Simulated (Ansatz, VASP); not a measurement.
TaN in VASP and in Ansatz

INCAR

```
PREC = Accurate ; ENCUT = 520
EDIFF = 1E-6 ; ISMEAR = 0
SIGMA = 0.15 ; LREAL = F
LASPH = T ; NELM = 80
ALGO = Normal ; ISIF = 2
LWAVE = F ; LCHARG = F
GGA = CA ; NBANDS = 15
```

KPOINTS

```
Automatic mesh
0
Gamma
  5 5 5
```

The input POSCAR:

```
TaN
1.0
    2.9380000000      0.0000000000      0.0000000000
   -1.4690000000      2.5443826400      0.0000000000
    0.0000000000      0.0000000000      2.8830000000
Ta N
1 1
Direct
    0.3333333333      0.6666666667      0.5000000000
    0.0000000000      0.0000000000      0.0000000000
```

Input for Ansatz:

```yaml
crystal:
  lattice:
    - [2.938, 0.0, 0.0]
    - [-1.469, 2.54438264, 0.0]
    - [0.0, 0.0, 2.883]
  atoms:
    - { symbol: Ta, position: [0.3333333333333333, 0.6666666666666666, 0.5] }
    - { symbol: "N", position: [0.0, 0.0, 0.0] }
basis:
  ecutwfc: 525.0
kpoints:
  mp_grid:
    grid: [5, 5, 5]
hamiltonian:
  xc: lda
scf:
  n_extra_bands: 2
  convergence:
    dr2_threshold: 1.0e-08
  occupations:
    method: gaussian
    width: 0.15
output:
  stress: true
```

Alike in both runs: task single point; functional LDA; k mesh 5 × 5 × 5; occupations gaussian, width 0.15 eV; no spin polarisation.

|  | VASP | Ansatz |
| --- | --- | --- |
| version | VASP 6.6.1 | Ansatz 0.2.0 |
| potentials or method | VASP PAW LDA potentials, release 64 (Ta_pv, N) | plane waves, PAW |
| plane-wave cutoff (eV) | 520 | 525 |
| valence electrons in the cell | 16 | 18 |

|  | VASP | Ansatz | Ansatz less VASP |
| --- | --- | --- | --- |
| pressure (GPa) | -9.9 | -11.7 | -1.75 |
| largest component of the traceless stress (GPa) | 1.39 | 1.52 | +0.130 |

The two sets of potentials don't hold the same shells in valence. Ansatz warned: «stress_scf_threshold_loose».

Caveats: the k mesh is coarse (spacing up to 0.49 Å⁻¹), so the values aren't converged. Spin-orbit coupling is left out, which matters for the levels of Ta.
